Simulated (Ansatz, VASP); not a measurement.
## ZnCu: VASP beside Ansatz

Contents of INCAR:

```
PREC = Accurate ; ENCUT = 600
EDIFF = 1E-6 ; ISMEAR = 0
SIGMA = 0.1 ; LREAL = F
LASPH = T ; NELM = 100
ALGO = Fast ; ISIF = 3
LWAVE = F ; LCHARG = F
GGA = PS ; IBRION = 2
NSW = 80 ; EDIFFG = -0.01
```

KPOINTS

```
Automatic mesh
0
Gamma
  12 12 12
```

The input POSCAR:

```
ZnCu
1.0
    0.0000000000      2.9108476079      2.9108476079
    2.9108476079      0.0000000000      2.9108476079
    2.9108476079      2.9108476079      0.0000000000
Cu Zn
2 2
Direct
    0.5000000000      0.5000000000      0.5000000000
    0.7500000000      0.7500000000      0.7500000000
    0.0000000000      0.0000000000      0.0000000000
    0.2500000000      0.2500000000      0.2500000000
```

Input for Ansatz:

```yaml
crystal:
  lattice:
    - [0.0, 2.9108476079, 2.9108476079]
    - [2.9108476079, 0.0, 2.9108476079]
    - [2.9108476079, 2.9108476079, 0.0]
  atoms:
    - { symbol: Cu, position: [0.5, 0.5, 0.5] }
    - { symbol: Cu, position: [0.75, 0.75, 0.75] }
    - { symbol: Zn, position: [0.0, 0.0, 0.0] }
    - { symbol: Zn, position: [0.25, 0.25, 0.25] }
basis:
  ecutwfc: 420
kpoints:
  mp_grid: { grid: [12, 12, 12] }
hamiltonian:
  xc: pbesol
scf:
  occupations: { method: gaussian, width: 0.1 }
output:
  forces: true
  stress: true
  eigenvalues: true
relax:
  adjacent_minimum: "off"
  f_tol: 0.01
  max_steps: 60
  cell: { stress_tol: 0.1 }
```

Alike in both runs: task relaxation of cell and atoms; functional PBEsol; k mesh 12 × 12 × 12; occupations gaussian, width 0.1 eV; no spin polarisation.

|  | VASP | Ansatz |
| --- | --- | --- |
| version | VASP 6.6.1 | Ansatz 0.2.0 |
| potentials or method | VASP PAW PBE potentials, release 64 (Cu, Zn) | scalar-relativistic, plane waves, PAW |
| plane-wave cutoff (eV) | 600 | 420 |
| valence electrons in the cell | 46 | 62 |

Ansatz gave:

| Item | Value |
| --- | --- |
| gap on the k mesh at the Fermi level, each at its own relaxed structure (eV) | none |
| relaxed volume (Å³/atom) | 12.33 |
| relaxed cell length with the largest relative difference (Å) | 4.117 |

Q: What did VASP give for the same quantities?

A: gap on the k mesh at the Fermi level, each at its own relaxed structure (eV): none; relaxed volume (Å³/atom): 12.39; relaxed cell length with the largest relative difference (Å): 4.123.

A gap of «none» marks a metal or a gap that the smearing closes. The two sets of potentials don't hold the same shells in valence.

Caveats: the PAW data sets were made with another functional, which shifts forces and pressure a little (VASP). Zero-point motion and thermal expansion aren't in these numbers.
